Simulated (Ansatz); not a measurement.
Sc:

```
Sc
1.0
     3.20196    0.00000    0.00000
     1.50211    2.84414    0.00000
     1.54899    0.92645    2.67418
Sc
1
Direct
  0.00000 0.00000 0.00000
```

This isn't the form of Sc at room conditions, which is hcp.

```yaml
Program: Ansatz 0.2.0
Task: single point
Functional: PBE
Potentials_or_basis: all-electron LAPW, scalar-relativistic
Cutoff: 173 eV (chosen from the basis error)
Basis_error_allowed: 0.001 eV/atom
k_mesh: 10 × 10 × 10
Occupations: fermi-dirac, width 0.05 eV
Spin: no spin polarisation
```

On this cell: pressure 0.7 GPa; band gap on the k mesh none (metal or under the smearing width).

The same run follows on a disturbed copy (cell strained at random at fixed volume):

```
CELL_PARAMETERS angstrom
3.15963 0.00060 -0.02898
1.48278 2.79319 0.06735
1.50448 0.98616 2.77450
ATOMIC_POSITIONS crystal
Sc 0.01273 0.99757 0.98703
```

Task: What changes?

Result: The energy (extrapolated to zero smearing) moves by +12.9 meV/atom; pressure 0.8 GPa; band gap on the k mesh none (metal or under the smearing width).

Stress tensor (GPa, compression positive):
```
 2.19  1.17  0.73
 1.17  2.10 -0.71
 0.73 -0.71 -1.86
```
